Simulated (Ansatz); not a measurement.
# Zn: the order of phases, with spin-orbit coupling

Which of fcc, bcc, hcp is lowest for Zn, with spin-orbit coupling? Methods of the runs shown: PAW and LAPW.

Computed with Ansatz 0.2.0 (DFT PBE, with the methods named in each step, unless a step's input says otherwise).

## (1) The structure to begin with

The structure is cubic, space group Fm-3m (No. 225). Conventional cell: a = 3.928 Å, b = 3.928 Å, c = 3.928 Å, α = 90.00°, β = 90.00°, γ = 90.00°. Around Zn (site symmetry m-3m) lie 12 Zn at 2.78 Å.

As a file:

```cif
data_structure
_symmetry_space_group_name_H-M 'Fm-3m'
_symmetry_Int_Tables_number 225
_cell_length_a 3.9282
_cell_length_b 3.9282
_cell_length_c 3.9282
_cell_angle_alpha 90.000
_cell_angle_beta 90.000
_cell_angle_gamma 90.000
_cell_volume 60.62
loop_
_atom_site_label
_atom_site_type_symbol
_atom_site_symmetry_multiplicity
_atom_site_Wyckoff_symbol
_atom_site_fract_x
_atom_site_fract_y
_atom_site_fract_z
_atom_site_occupancy
Zn1 Zn 4 a 0.00000 0.00000 0.00000 1
```

The file gives the conventional cell by its symmetry; the runs use the cell typed in the input.

## (2) Fcc relaxed, PAW

The input, input.yaml:

```yaml
crystal:
  lattice:
    - [0.0, 1.9641097993, 1.9641097993]
    - [1.9641097993, 0.0, 1.9641097993]
    - [1.9641097993, 1.9641097993, 0.0]
  atoms:
    - { symbol: Zn, position: [0.0, 0.0, 0.0] }
kpoints:
  mp_grid: { grid: [18, 18, 18] }
scf:
  occupations: { method: fermi_dirac, width: 0.05 }
hamiltonian:
  xc: pbe
  pseudopotentials: { kind: paw_fr }
output:
  forces: true
  stress: true
  write_density: true
  write_potential: true
  elf: true
  volumetric_format: npy
relax:
  f_tol: 0.005
  max_steps: 40
  cell: {}
magnetization:
  noncollinear: true
  spin_orbit: true
```

On the command line:

```sh
ansatz run input.yaml --threads 2 --pin off --max-ram 5120MiB --backend cpu --events-out ev --progress --plain --runs-dir out
```

The program printed, cut to the lines that bear on the results:

```text
[...]
Pseudopotentials: kind: paw_fr
Pseudopotential: Zn, paw_fr, valence charge 12, recommended cutoff 420 eV (normal)#standard-fr
Functional definition: PBE
[...]
non-collinear run that drives no moment, with spin-orbit: no starting moment large enough to seed its density (crystal.atoms[].spin), no starting occupations that ask for one, no magnetisation constraint and no magnetic field, so the semilocal B_xc is pinned to zero
Crystal: 1 atoms, lattice volume = 15.154 Å³
Basis set: ecut = 420 eV, 307 PW (Γ), exchange–correlation on 40×40×40 points (8 copies of the dense FFT grid, shifted against one another)
[...]
       -0.000000      -0.024336       0.000000
       -0.000000      -0.000000      -0.024336
  P = ⅓ Tr σ = -0.0243 GPa (-0.243 kbar)
--- Band table (eV; the first three rows and the last of 195) ---
  k-point 0: bands = ["0.6912", "0.6912", "3.3270", "3.3270", "3.3270", "3.3270", "3.5979", "3.5979", "3.8995", "3.8995", "3.8995", "3.8995", "29.0091", "29.0091", "29.3845", "29.3845", "29.3845", "29.3845", "29.5892", "29.5892"]
[...]
--- Relaxed structure (1 steps of the walk, 1 accepted, 1 SCFs on fresh bases) ---
  F+E_penalty+E_count = -3319.07519761 eV   max|allowed force component| = 0.000e0 eV/Å   (the final SCF, on the basis selected at the relaxed cell)
  cell:  # Å, volume = 15.1540 Å³
    - [0.0, 1.9641097993, 1.9641097993]
    - [1.9641097993, 0.0, 1.9641097993]
    - [1.9641097993, 1.9641097993, 0.0]
  atoms:
    - { symbol: Zn, position: [0.0, 0.0, 0.0] }
```

Run time: 8.9 s. Hardware: 2 threads of Arm Neoverse V2, shared host; peak memory 0.43 GiB.

The steps of the relaxation:

```csv
step,energy from step 1 (eV/cell),largest force component (eV/Å),pressure (GPa),volume (Å³)
1,0.0000,0.0000,-0.02,15.15
2,0.0000,0.0000,-0.02,15.15
```

Step 1 is the start. Step 2 repeats the geometry before on a plane-wave basis chosen anew for that cell, so the energy can jump there without any move; the table keeps such jumps.

| input's cell | before | after | change |
| --- | --- | --- | --- |
| a (Å) | 2.778 | 2.778 | +0.0 % |
| b (Å) | 2.778 | 2.778 | +0.0 % |
| c (Å) | 2.778 | 2.778 | +0.0 % |
| volume (Å³/atom) | 15.15 | 15.15 | +0.0 % |

Read from it: pressure -0.02 GPa; no gap.

## (3) Fcc relaxed, LAPW

Edit input.yaml of step 2 so:

```diff
@@ -13,3 +13,3 @@
   xc: pbe
-  pseudopotentials: { kind: paw_fr }
+  pseudopotentials: { kind: all_electron, lapw: { basis_error: 0.0005 } }
 output:
@@ -17,9 +17,7 @@
   stress: true
-  write_density: true
-  write_potential: true
-  elf: true
-  volumetric_format: npy
+  eigenvalues: true
+  populations: true
 relax:
   f_tol: 0.005
-  max_steps: 40
+  max_steps: 25
   cell: {}
```

On the command line:

```sh
ansatz run input.yaml --threads 2 --pin off --max-ram 5120MiB --backend cpu --events-out ev --progress --plain --runs-dir out
```

The program printed, cut to the lines that bear on the results:

```text
[...]
Zn: projections on atomic orbitals take those of the free atom 1s2 2s2 2p6 3s2 3p6 3d10 4s2, of charge +0.00 (hamiltonian.pseudopotentials.projection_atoms)
LAPW: plane waves up to 8.552 Å⁻¹, error target 5.0e-4 eV per atom; Dirac's equation on spinors; Zn in spheres of 1.347 Å, 20 of its electrons in bands
[...]
Pseudopotentials: kind: all_electron
Pseudopotential: Zn, LAPW, valence charge 20, Dirac's equation, gaussian nucleus
[...]
  F+E_penalty+E_count = -48874.78827088 eV   max|allowed force component| = 0.000e0 eV/Å   (the final SCF, on the basis selected at the relaxed cell)
  cell:  # Å, volume = 15.1540 Å³
    - [0.0, 1.9641097993, 1.9641097993]
    - [1.9641097993, 0.0, 1.9641097993]
    - [1.9641097993, 1.9641097993, 0.0]
  atoms:
    - { symbol: Zn, position: [0.0, 0.0, 0.0] }
--- Löwdin populations: 1 site ---
  site symbol       q [e]
     0     Zn     29.4738
  spilling = 0.017541 (of n_electrons = 30.000000)
```

Run time: 74 s. Hardware: 2 threads of Arm Neoverse V2, shared host; peak memory 0.61 GiB.

The steps of the relaxation:

```csv
step,energy from step 1 (eV/cell),largest force component (eV/Å),pressure (GPa),volume (Å³)
1,0.0000,0.0000,-0.01,15.15
2,0.0000,0.0000,-0.01,15.15
```

Step 1 is the start. Step 2 repeats the geometry before on a plane-wave basis chosen anew for that cell, so the energy can jump there without any move; the table keeps such jumps.

| input's cell | before | after | change |
| --- | --- | --- | --- |
| a (Å) | 2.778 | 2.778 | +0.0 % |
| b (Å) | 2.778 | 2.778 | +0.0 % |
| c (Å) | 2.778 | 2.778 | +0.0 % |
| volume (Å³/atom) | 15.15 | 15.15 | +0.0 % |

Read from it: pressure -0.01 GPa; no gap.

## (4) Bcc relaxed, PAW

The input, input.yaml:

```yaml
crystal:
  lattice:
    - [-1.5589149808, 1.5589149808, 1.5589149808]
    - [1.5589149808, -1.5589149808, 1.5589149808]
    - [1.5589149808, 1.5589149808, -1.5589149808]
  atoms:
    - { symbol: Zn, position: [0.0, 0.0, 0.0] }
kpoints:
  mp_grid: { grid: [18, 18, 18] }
scf:
  occupations: { method: fermi_dirac, width: 0.05 }
hamiltonian:
  xc: pbe
  pseudopotentials: { kind: paw_fr }
output:
  forces: true
  stress: true
relax:
  f_tol: 0.005
  max_steps: 40
  cell: {}
magnetization:
  noncollinear: true
  spin_orbit: true
```

On the command line:

```sh
ansatz run input.yaml --threads 2 --pin off --max-ram 5120MiB --backend cpu --events-out ev --progress --plain --runs-dir out
```

The program printed:

```text
Engine: ansatz 0.2.0
[... 3 set-up lines as earlier in the session ...]
  parameter kappa = 0.804
  parameter beta = 0.06672455060314922
  exchange = pbe_x(kappa = kappa, mu = beta*pi^2/3)
  correlation = pbe_c(beta = beta)
non-collinear run that drives no moment, with spin-orbit: no starting moment large enough to seed its density (crystal.atoms[].spin), no starting occupations that ask for one, no magnetisation constraint and no magnetic field, so the semilocal B_xc is pinned to zero
Crystal: 1 atoms, lattice volume = 15.154 Å³
Basis set: ecut = 420 eV, 321 PW (Γ), exchange–correlation on 40×40×40 points (8 copies of the dense FFT grid, shifted against one another)
Bands: 20, of which v1, the nominal top of the filled ones, is band 12 counted from 1 (11 counted from 0)
Symmetry: 48 space group operations + 48 with time reversal
Magnetic group: BNS 229.141 (UNI 1643), of the structure as read, at distance tolerance 2.5e-5 Å
k-points: 195 of 5832
Projection manifold: j_resolved (fully-relativistic pseudo-atomic orbitals)
Non-local potential: Zn, projectors of the file, l = 0: 2, l = 1: 4, l = 2: 6, l = 3: 2
PAW form: soft (Blöchl's): semilocal exchange-correlation on the pseudo side does not see the compensation charge
PAW one-centre angular grid: Zn, 590 points (default); XC on 64 Gauss nodes
Initial density: superposition of atomic densities (chi_scale 0.1, normalization cell)
Initial wavefunctions: pseudopotential atomic-orbital guess
Functional: x = pbe(κ = 0.804, μ = 0.2195149727645171), c = pbe(β = 0.06672455060314922)
SCF iter   1: F=—  HF=-3319.112319 eV  |F-HF|=—  |Δ(HF+E_count)|=         —  Δρ=4.92e-2  dr2=3.34e-1  dr2_m=0.00e0 (ungated)  ethr=3.10e-3  |M|=0.00e0 ∫|m|=0.00e0 μB  |m|>n=0.0e0 m-floor=0.0e0 τ_xc=0.0e0  β_m=0.30  ⟨swp⟩=5.7  Hψ=10411  notcnv=0  defer=8
preconditioner: auto → none  [metal: Δε(μ)=0.064 eV  Ē_g=16.614 eV  σ=0.050 eV  W_gap=0.30  n_scr=0 (ndim 8)  ℏωp=33.0 eV  f_vac=0.000  D(μ)=0.31/eV (n_scr^D=0)]
SCF iter   2: F=—  HF=-3319.022742 eV  |F-HF|=—  |Δ(HF+E_count)|=   8.96e-2  Δρ=1.65e-2  dr2=3.17e-2  dr2_m=0.00e0 (ungated)  ethr=2.78e-3  |M|=0.00e0 ∫|m|=0.00e0 μB  |m|>n=0.0e0 m-floor=0.0e0 τ_xc=0.0e0  β_m=0.33  ⟨swp⟩=3.0  Hψ=4274  notcnv=0  defer=506
SCF iter   3: F=—  HF=-3319.014940 eV  |F-HF|=—  |Δ(HF+E_count)|=   7.80e-3  Δρ=1.02e-2  dr2=1.21e-2  dr2_m=0.00e0 (ungated)  ethr=2.64e-4  |M|=0.00e0 ∫|m|=0.00e0 μB  |m|>n=0.0e0 m-floor=0.0e0 τ_xc=0.0e0  β_m=0.51  ⟨swp⟩=1.6  Hψ=2377  notcnv=0  defer=512
SCF iter   4: F=—  HF=-3319.011849 eV  |F-HF|=—  |Δ(HF+E_count)|=   3.09e-3  Δρ=2.17e-3  dr2=2.25e-4  dr2_m=0.00e0 (ungated)  ethr=1.00e-4  |M|=0.00e0 ∫|m|=0.00e0 μB  |m|>n=0.0e0 m-floor=0.0e0 τ_xc=0.0e0  β_m=0.75  ⟨swp⟩=2.9  Hψ=3259  notcnv=0  defer=512
SCF iter   5: F=—  HF=-3319.011947 eV  |F-HF|=—  |Δ(HF+E_count)|=   9.73e-5  Δρ=1.01e-4  dr2=5.11e-7  dr2_m=0.00e0 (ungated)  ethr=1.88e-6  |M|=0.00e0 ∫|m|=0.00e0 μB  |m|>n=0.0e0 m-floor=0.0e0 τ_xc=0.0e0  β_m=0.59  ⟨swp⟩=1.1  Hψ=1760  notcnv=0  defer=512
SCF iter   6: F=—  HF=-3319.011945 eV  |F-HF|=—  |Δ(HF+E_count)|=   1.89e-6  Δρ=1.20e-5  dr2=1.02e-8  dr2_m=0.00e0 (ungated)  ethr=8.33e-10  |M|=0.00e0 ∫|m|=0.00e0 μB  |m|>n=0.0e0 m-floor=0.0e0 τ_xc=0.0e0  β_m=0.78  ⟨swp⟩=5.0  Hψ=7294  notcnv=0
SCF iter   7: F=-3319.011945 eV  HF=-3319.011945 eV  |F-HF|=1.76e-10  |Δ(HF+E_count)|=  1.58e-10  Δρ=1.47e-6  dr2=1.45e-10  dr2_m=0.00e0 (ungated)  ethr=8.54e-11  |M|=0.00e0 ∫|m|=0.00e0 μB  |m|>n=0.0e0 m-floor=0.0e0 τ_xc=0.0e0  ⟨swp⟩=1.9  Hψ=6319  notcnv=0
SCF 1 converged in 7 iterations: F = -3319.011945 eV  dr2 = 1.45e-10
relax step   1: F+E_penalty+E_count = -3319.01194466 eV  Δ(F+E_penalty+E_count) = +0.000e0 eV  max|allowed force component| = 0.000e0 eV/Å  Δτ_max = 0.0000 Å  P = +0.917 GPa  Ω = 15.154 Å³  (7 SCF iters, dr2 threshold 1.00e-7 eV, accepted)
Crystal: 1 atoms, lattice volume = 15.290 Å³
Projection manifold: j_resolved (fully-relativistic pseudo-atomic orbitals)
Initial density: handed on by an earlier stage of this run
Initial wavefunctions: those handed on with the density
iter 1 solved again at ethr=8.56e-7 eV; its pass at ethr=3.10e-3 eV (dr2=1.03e-4 eV) is discarded
SCF iter   1: F=—  HF=-3319.012400 eV  |F-HF|=—  |Δ(HF+E_count)|=         —  Δρ=8.82e-4  dr2=8.44e-5  dr2_m=0.00e0 (ungated)  ethr=8.56e-7  |M|=0.00e0 ∫|m|=0.00e0 μB  |m|>n=0.0e0 m-floor=0.0e0 τ_xc=0.0e0  β_m=0.30  ⟨swp⟩=2.1  Hψ=10965  notcnv=0
preconditioner: auto → none  [metal: Δε(μ)=0.050 eV  Ē_g=17.231 eV  σ=0.050 eV  W_gap=0.24  n_scr=0 (ndim 8)  ℏωp=32.9 eV  f_vac=0.000  D(μ)=0.27/eV (n_scr^D=0)]
SCF iter   2: F=—  HF=-3319.012375 eV  |F-HF|=—  |Δ(HF+E_count)|=   2.57e-5  Δρ=1.89e-4  dr2=5.56e-6  dr2_m=0.00e0 (ungated)  ethr=7.03e-7  |M|=0.00e0 ∫|m|=0.00e0 μB  |m|>n=0.0e0 m-floor=0.0e0 τ_xc=0.0e0  β_m=0.33  ⟨swp⟩=2.4  Hψ=3055  notcnv=0
SCF iter   3: F=—  HF=-3319.012372 eV  |F-HF|=—  |Δ(HF+E_count)|=   2.53e-6  Δρ=1.02e-4  dr2=1.64e-6  dr2_m=0.00e0 (ungated)  ethr=4.63e-8  |M|=0.00e0 ∫|m|=0.00e0 μB  |m|>n=0.0e0 m-floor=0.0e0 τ_xc=0.0e0  β_m=0.49  ⟨swp⟩=1.0  Hψ=1952  notcnv=0
SCF iter   4: F=-3319.012371 eV  HF=-3319.012371 eV  |F-HF|=1.71e-8  |Δ(HF+E_count)|=   1.02e-6  Δρ=1.75e-5  dr2=1.54e-8  dr2_m=0.00e0 (ungated)  ethr=8.33e-10  |M|=0.00e0 ∫|m|=0.00e0 μB  |m|>n=0.0e0 m-floor=0.0e0 τ_xc=0.0e0  ⟨swp⟩=3.2  Hψ=7904  notcnv=0
SCF 2 converged in 4 iterations: F = -3319.012371 eV  dr2 = 1.54e-8
relax step   2: F+E_penalty+E_count = -3319.01237111 eV  Δ(F+E_penalty+E_count) = -4.264e-4 eV  max|allowed force component| = 0.000e0 eV/Å  Δτ_max = 0.0000 Å  P = +0.297 GPa  Ω = 15.290 Å³  energy of the carried Pulay correction = -8.575e-5 eV  (4 SCF iters, dr2 threshold 1.00e-7 eV, accepted)
Crystal: 1 atoms, lattice volume = 15.356 Å³
Projection manifold: j_resolved (fully-relativistic pseudo-atomic orbitals)
iter 1 solved again at ethr=1.94e-7 eV; its pass at ethr=3.10e-3 eV (dr2=2.33e-5 eV) is discarded
SCF iter   1: F=—  HF=-3319.012399 eV  |F-HF|=—  |Δ(HF+E_count)|=         —  Δρ=4.10e-4  dr2=1.89e-5  dr2_m=0.00e0 (ungated)  ethr=1.94e-7  |M|=0.00e0 ∫|m|=0.00e0 μB  |m|>n=0.0e0 m-floor=0.0e0 τ_xc=0.0e0  β_m=0.30  ⟨swp⟩=2.1  Hψ=10680  notcnv=0
preconditioner: auto → none  [metal: Δε(μ)=0.055 eV  Ē_g=17.185 eV  σ=0.050 eV  W_gap=0.26  n_scr=0 (ndim 8)  ℏωp=32.8 eV  f_vac=0.000  D(μ)=0.27/eV (n_scr^D=0)]
SCF iter   2: F=—  HF=-3319.012393 eV  |F-HF|=—  |Δ(HF+E_count)|=   5.80e-6  Δρ=9.05e-5  dr2=1.30e-6  dr2_m=0.00e0 (ungated)  ethr=1.57e-7  |M|=0.00e0 ∫|m|=0.00e0 μB  |m|>n=0.0e0 m-floor=0.0e0 τ_xc=0.0e0  β_m=0.33  ⟨swp⟩=2.4  Hψ=3045  notcnv=0
SCF iter   3: F=—  HF=-3319.012393 eV  |F-HF|=—  |Δ(HF+E_count)|=   5.60e-7  Δρ=4.93e-5  dr2=3.78e-7  dr2_m=0.00e0 (ungated)  ethr=8.33e-10  |M|=0.00e0 ∫|m|=0.00e0 μB  |m|>n=0.0e0 m-floor=0.0e0 τ_xc=0.0e0  β_m=0.49  ⟨swp⟩=4.2  Hψ=6275  notcnv=0
SCF iter   4: F=-3319.012392 eV  HF=-3319.012392 eV  |F-HF|=6.03e-9  |Δ(HF+E_count)|=   2.15e-7  Δρ=1.02e-5  dr2=5.43e-9  dr2_m=0.00e0 (ungated)  ethr=8.33e-10  |M|=0.00e0 ∫|m|=0.00e0 μB  |m|>n=0.0e0 m-floor=0.0e0 τ_xc=0.0e0  ⟨swp⟩=2.9  Hψ=7439  notcnv=0
SCF 3 converged in 4 iterations: F = -3319.012392 eV  dr2 = 5.43e-9
relax step   3: F+E_penalty+E_count = -3319.01239238 eV  Δ(F+E_penalty+E_count) = -2.127e-5 eV  max|allowed force component| = 0.000e0 eV/Å  Δτ_max = 0.0000 Å  P = +0.009 GPa  Ω = 15.356 Å³  energy of the carried Pulay correction = -1.271e-4 eV  (4 SCF iters, dr2 threshold 1.00e-7 eV, accepted)
Projection manifold: j_resolved (fully-relativistic pseudo-atomic orbitals)
Initial wavefunctions: pseudopotential atomic-orbital guess (no wavefunctions were taken with the density)
iter 1 solved again at ethr=1.87e-6 eV; its pass at ethr=3.10e-3 eV (dr2=2.25e-4 eV) is discarded
SCF iter   1: F=—  HF=-3319.012517 eV  |F-HF|=—  |Δ(HF+E_count)|=         —  Δρ=1.48e-5  dr2=8.62e-9  dr2_m=0.00e0 (ungated)  ethr=1.87e-6  |M|=0.00e0 ∫|m|=0.00e0 μB  |m|>n=0.0e0 m-floor=0.0e0 τ_xc=0.0e0  β_m=0.30  ⟨swp⟩=2.1  Hψ=14491  notcnv=0
eigensolver tolerance schedule: the retry pair's looser diagonalisation over-reported the residual by 26074.59 of it (diagonalisation noise at an unbounded share of the residual, at the tolerance the schedule requests for it); recorded, not acted on — ethr = c·dr2/N_el stays at c = 1.0e-1
preconditioner: auto → none  [metal: Δε(μ)=0.055 eV  Ē_g=17.180 eV  σ=0.050 eV  W_gap=0.26  n_scr=0 (ndim 8)  ℏωp=32.8 eV  f_vac=0.000  D(μ)=0.27/eV (n_scr^D=0)]
SCF iter   2: F=—  HF=-3319.012517 eV  |F-HF|=—  |Δ(HF+E_count)|=   6.87e-8  Δρ=2.57e-5  dr2=5.30e-8  dr2_m=0.00e0 (ungated)  ethr=7.18e-11  |M|=0.00e0 ∫|m|=0.00e0 μB  |m|>n=0.0e0 m-floor=0.0e0 τ_xc=0.0e0  β_m=0.43  ⟨swp⟩=3.2  Hψ=4102  notcnv=0
SCF iter   3: F=—  HF=-3319.012517 eV  |F-HF|=—  |Δ(HF+E_count)|=   8.18e-9  Δρ=4.38e-6  dr2=3.68e-10  dr2_m=0.00e0 (ungated)  ethr=7.18e-11  |M|=0.00e0 ∫|m|=0.00e0 μB  |m|>n=0.0e0 m-floor=0.0e0 τ_xc=0.0e0  β_m=0.44  ⟨swp⟩=2.0  Hψ=3109  notcnv=0
SCF iter   4: F=—  HF=-3319.012517 eV  |F-HF|=—  |Δ(HF+E_count)|=   3.25e-9  Δρ=1.34e-6  dr2=1.01e-10  dr2_m=0.00e0 (ungated)  ethr=3.07e-12  |M|=0.00e0 ∫|m|=0.00e0 μB  |m|>n=0.0e0 m-floor=0.0e0 τ_xc=0.0e0  β_m=0.72  ⟨swp⟩=3.3  Hψ=4022  notcnv=0
SCF iter   5: F=—  HF=-3319.012517 eV  |F-HF|=—  |Δ(HF+E_count)|=  2.07e-10  Δρ=4.31e-7  dr2=1.26e-11  dr2_m=0.00e0 (ungated)  ethr=1.00e-12  |M|=0.00e0 ∫|m|=0.00e0 μB  |m|>n=0.0e0 m-floor=0.0e0 τ_xc=0.0e0  β_m=0.82  ⟨swp⟩=2.0  Hψ=3115  notcnv=0
SCF iter   6: F=-3319.012517 eV  HF=-3319.012517 eV  |F-HF|=4.55e-13  |Δ(HF+E_count)|=  1.36e-12  Δρ=8.17e-8  dr2=4.38e-13  dr2_m=0.00e0 (ungated)  ethr=1.00e-12  |M|=0.00e0 ∫|m|=0.00e0 μB  |m|>n=0.0e0 m-floor=0.0e0 τ_xc=0.0e0  ⟨swp⟩=5.0  Hψ=7116  notcnv=0
SCF 4 converged in 6 iterations: F = -3319.012517 eV  dr2 = 4.38e-13
relax step   4: F+E_penalty+E_count = -3319.01251728 eV  Δ(F+E_penalty+E_count) = -1.249e-4 eV  max|allowed force component| = 0.000e0 eV/Å  Δτ_max = 0.0000 Å  P = +0.005 GPa  Ω = 15.356 Å³  stress off target by 4.99e-3 GPa  SCF on the basis re-selected at this cell (its energy is not comparable with the rows above)  (6 SCF iters)
basis re-selected at this cell: Δ(F+E_penalty+E_count) = -1.249e-4 eV, ΔP = -0.004 GPa vs the last step (what re-selecting the basis moved, of the pressure what is left beyond the Pulay correction that the steps carried, after the strain that the cell walked since its last selection, with what the two solves' SCF thresholds leave and, on support functions, any second-order correction that the steps lacked; it is no measure of the basis error at this ecutwfc). This SCF's stress stands 4.99e-3 GPa from its target on what of the cell is left free (relax.cell.stress_tol is 5.00e-2 GPa) and its largest allowed force component is 0.00e0 eV/Å (relax.f_tol is 5.00e-3 eV/Å): within both
SCF converged after 6 iterations
Magnetization: |M| = 0.0000 μB,  M = (+0.0000, +0.0000, +0.0000) μB
Absolute magnetization: 0.0000 μB (∫|m|)
  site 0: m = (+0.0000, +0.0000, +0.0000) μB, |m| = 0.0000 μB  (R = 1.12 Å)
Free energy (F): -3319.012517 eV
Harris-Foulkes:  -3319.012517 eV  (|F-HF|=4.55e-13)
Internal energy: -3319.010212 eV  (E = F + TS)
E sigma→0 (E₀):  -3319.011365 eV
Entropy (-TS):   -0.002305 eV (-2.305 meV/atom)
Fermi energy:    10.984715 eV
--- Per-component energies (eV) ---
  E_band       = 47.967957
  E_kinetic    = 130.865863
  E_local      = -1537.241489  (includes V_loc(G=0)·N_el)
  E_nonlocal   = 611.022533
  E_hartree    = 644.068578
  E_xc         = -137.564027
  E_vxc        = -52.401051  (∫ρ·V_xc dr)
  E_paw        = -1825.332847  (= ΣΔE_a)
  E_vpaw       = -392.414703  (= ΣTr[D̂ρ^β])
  E_aug_tail   = -0.000319  (compensation charges beyond the density's cutoff)
  E_ewald      = -1204.828504
  E_smearing   = -0.002305  (= −TS)
  E_closure    = -0.000000  (closes the sum)
  Σ components = -3319.012517   (vs F -3319.012517, Δ=0.00e0)
--- Forces (eV/Å), atoms counted from 1 ---
  atom   1  Zn     0.00000000     0.00000000    -0.00000000
  max |Σ_I F_I| component: 2.41e-32 eV/Å
--- Stress (GPa, compression-positive) ---
        0.004987       0.000000       0.000000
        0.000000       0.004987       0.000000
       -0.000000      -0.000000       0.004987
  P = ⅓ Tr σ = 0.0050 GPa (0.050 kbar)
--- Relaxed structure (3 steps of the walk, 3 accepted, 1 SCFs on fresh bases) ---
  F+E_penalty+E_count = -3319.01251728 eV   max|allowed force component| = 0.000e0 eV/Å   (the final SCF, on the basis selected at the relaxed cell)
  cell:  # Å, volume = 15.3560 Å³
    - [-1.5658097130722135, 1.5658097130722135, 1.5658097130722135]
    - [1.5658097130722135, -1.5658097130722135, 1.5658097130722135]
    - [1.5658097130722135, 1.5658097130722135, -1.5658097130722135]
  atoms:
    - { symbol: Zn, position: [0.0, 0.0, 0.0] }
```

Run time: 11 s. Hardware: 2 threads of Arm Neoverse V2, shared host; peak memory 0.42 GiB.

Step by step:

```csv
step,energy from step 1 (eV/cell),largest force component (eV/Å),pressure (GPa),volume (Å³)
1,0.0000,0.0000,0.92,15.15
2,-0.0004,0.0000,0.30,15.29
3,-0.0004,0.0000,0.01,15.36
4,-0.0006,0.0000,0.00,15.36
```

Step 1 is the start. Step 4 repeats the geometry before on a plane-wave basis chosen anew for that cell, so the energy can jump there without any move; the table keeps such jumps.

| input's cell | before | after | change |
| --- | --- | --- | --- |
| a (Å) | 2.700 | 2.712 | +0.4 % |
| b (Å) | 2.700 | 2.712 | +0.4 % |
| c (Å) | 2.700 | 2.712 | +0.4 % |
| volume (Å³/atom) | 15.15 | 15.36 | +1.3 % |

[end of part 1 of 2]
